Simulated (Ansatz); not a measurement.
# SrTe: a single-point run

Aim: a sound single-point run of SrTe. The structure is shown as the input types it.

Method: density functional or hybrid calculation with the settings of its input, plane waves (as first typed), in Ansatz 0.2.0.

1 further run of the same task is left out (for a known fault of the program).

### 1 Starting point

Symmetry: Fm-3m, No. 225, cubic system. The conventional cell has a = 6.706 Å, b = 6.706 Å, c = 6.706 Å, α = 90.00°, β = 90.00°, γ = 90.00°. Sr (site symmetry m-3m) has 6 Te at 3.35 Å as nearest neighbours. Around Te (site symmetry m-3m) lie 6 Sr at 3.35 Å.

Structure file:

```cif
data_structure
_symmetry_space_group_name_H-M 'P 1'
_symmetry_Int_Tables_number 1
_cell_length_a 4.7415
_cell_length_b 4.7415
_cell_length_c 4.7415
_cell_angle_alpha 60.000
_cell_angle_beta 60.000
_cell_angle_gamma 60.000
_cell_volume 75.38
loop_
_atom_site_label
_atom_site_type_symbol
_atom_site_fract_x
_atom_site_fract_y
_atom_site_fract_z
_atom_site_occupancy
Sr1 Sr 0.00000 0.00000 0.00000 1
Te1 Te 0.50000 0.50000 0.50000 1
```

### 2 Input and run

File input.yaml:

```yaml
crystal:
  lattice:
    - [0.0, 3.352758202, 3.352758202]
    - [3.352758202, 0.0, 3.352758202]
    - [3.352758202, 3.352758202, 0.0]
  atoms:
    - { symbol: Sr, position: [0.0, 0.0, 0.0] }
    - { symbol: Te, position: [0.5, 0.5, 0.5] }
kpoints:
  mp_grid: { grid: [4, 4, 4] }
hamiltonian:
  xc: pbe
scf:
  occupations: { method: fixed }
  n_extra_bands: 4
  mixing: { beta: 0.005 }
  max_iter: 81
output:
  forces: true
  stress: true
  eigenvalues: true
```

The run is started by

```sh
> ansatz run input.yaml --threads 4 --pin off --max-ram 3686MiB --backend cpu --events-out ev --progress --plain --runs-dir out
```

**Question.** How will this run end, and is anything wrong with its input?

This run ends as converged, with warnings (negative dielectric reading). That alone doesn't make the input a sound one.

The suspect setting: scf.mixing.beta is 0.005. What could go wrong: mixing too weak. Here it converged all the same; such a setting changes the road, not the converged state.

The test: delete scf.mixing.beta (the default then holds).
